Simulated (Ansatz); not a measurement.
## Nb: reading a single point

```yaml
crystal:
  lattice:
    - [-1.62422, 1.62422, 1.62422]
    - [1.62422, -1.62422, 1.62422]
    - [1.62422, 1.62422, -1.62422]
  atoms:
    - { symbol: Nb, position: [0.00000, 0.00000, 0.00000] }
```

Level: PBE, no spin polarisation; 420 eV; 14×14×14 Γ-centred mesh; methfessel-paxton occupations (width 0.1035 eV); Ansatz 0.2.0, fixed geometry.

(1) Describe some of the short contacts.

(2) What does the stress say?

(3) What happens at the Fermi level?

Origin: a known structure type with other elements, at an estimated volume, so it need not be a known compound. Caveats: many states at the Fermi level without spin polarisation, so a magnetic state may lie lower.

Results:

(1) Nb–Nb at 2.81 Å: least valence density 0.31 e/Å³ and ELF 0.24 there. These are pseudo-fields; inside the PAW spheres they differ from the all-electron ones.

(2) The pressure is 10.5 GPa (compression positive), so with the atoms held at these fractions the cell would first expand.

(3) It is a metal, with about 1.7 states/eV a cell as the mean within 0.25 eV of the Fermi level, mostly Nb d (85 %).
